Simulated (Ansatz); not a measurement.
# SnSe: further runs on the relaxed cell

An exercise on one series of results from a longer session: the logs are not shown, and one member is left open.

Method: DFT PBE+D3(BJ), scalar-relativistic, plane waves, PAW, in Ansatz 0.2.0.

1 further run of the same task is left out (set aside as unsound or not needed).

**The starting structure**

Symmetry: Fm-3m, No. 225, cubic system. Conventional cell: a = 5.978 Å, b = 5.978 Å, c = 5.978 Å, α = 90.00°, β = 90.00°, γ = 90.00°. Around Sn (site symmetry m-3m) lie 6 Se at 2.99 Å. Se (site symmetry m-3m) has 6 Sn at 2.99 Å as nearest neighbours.

Coordinates:

```
CELL_PARAMETERS angstrom
0.00000 2.98877 2.98877
2.98877 0.00000 2.98877
2.98877 2.98877 0.00000
ATOMIC_POSITIONS crystal
Sn 0.00000 0.00000 0.00000
Se 0.50000 0.50000 0.50000
```

This cell was relaxed beforehand with the same method: volume 26.70 Å³/atom, gap on the mesh 0.52 eV.

The first run:

File input.yaml:

```yaml
crystal:
  lattice:
    - [0.0, 2.9887688371, 2.9887688371]
    - [2.9887688371, 0.0, 2.9887688371]
    - [2.9887688371, 2.9887688371, 0.0]
  atoms:
    - { symbol: Sn, position: [0.0, 0.0, 0.0] }
    - { symbol: Se, position: [0.5, 0.5, 0.5] }
basis:
  ecutwfc: 420
kpoints:
  mp_grid: { grid: [10, 10, 10] }
  band_path:
    path:
      - [[0.0, 0.0, 0.0], [0.5, 0.0, 0.5], [0.625, 0.25, 0.625]]
      - [[0.375, 0.375, 0.75], [0.0, 0.0, 0.0], [0.5, 0.5, 0.5], [0.5, 0.25, 0.75], [0.5, 0.0, 0.5]]
    npoints: 14
hamiltonian:
  xc: pbe
  dispersion: d3bj
scf:
  occupations: { method: gaussian, width: 0.02 }
  n_extra_bands: 6
output:
  forces: true
  stress: true
  eigenvalues: true
  populations: true
  dos: { projected: true, de: 0.02, nscf_kmesh: { grid: [15, 15, 15] } }
  bader: true
  write_density: true
  write_potential: true
  elf: true
  volumetric_format: npy
```

On the command line:

```bash
ansatz run input.yaml --threads 1 --pin off --max-ram 2560MiB --backend cpu --events-out ev --progress --plain --runs-dir out
```

Among the steps run: Static run: bands, density of states and charges; Seeking the band edges over the whole zone; Eigenvalues a small step from each edge; The cell as listed, for comparison; The cell scaled to 0.97 of its volume; Volume × 1.03; Volume × 0.94; The cell scaled to 1.06 of its volume; The cell scaled to 0.91 of its volume; Point at V/V0 = 1.10; Volume × 0.88.

One table of the session follows, with a row left open; its other results are not shown here.

It belongs to the step «Energy against volume». 

| volume (Å³/atom) | energy above the lowest point (meV/atom) | pressure (GPa) | gap on the mesh (eV) |
| --- | --- | --- | --- |
| 23.494 | 79.8 | 8.95 | 0.28 |
| 24.295 | 42.3 | 6.15 | 0.35 |
| 25.096 | 17.7 | 3.76 | 0.43 |
| 25.897 | 4.1 | 1.72 | 0.50 |
| 26.698 | 0.0 | -0.02 | 0.52 |
| 27.499 | 3.9 | -1.50 | 0.50 |
| 28.300 | ? | ? | ? |
| 29.368 | 36.3 | -3.55 | 0.28 |

**Question.** Estimate the row for volume (Å³/atom) = 28.300.

Worked estimate for «energy above the lowest point (meV/atom)». A straight line through the neighbours (27.499, 3.9) and (29.368, 36.3) gives 3.9 + (36.3 − 3.9) × (28.300 − 27.499) / (29.368 − 27.499) = 17.8; a parabola fitted to 3 rows on both sides gives 13.8.

The run gave: energy above the lowest point (meV/atom): 14.6; pressure (GPa): -2.72; gap on the mesh (eV): 0.43. In «energy above the lowest point (meV/atom)» the line misses by +3.2 and the parabola by -0.8.

Caveats from the session: Warnings in the runs' records: relaxed geometry near dispersion switch, gap smaller between mesh points, band edges overlap, dispersion switch in reach.
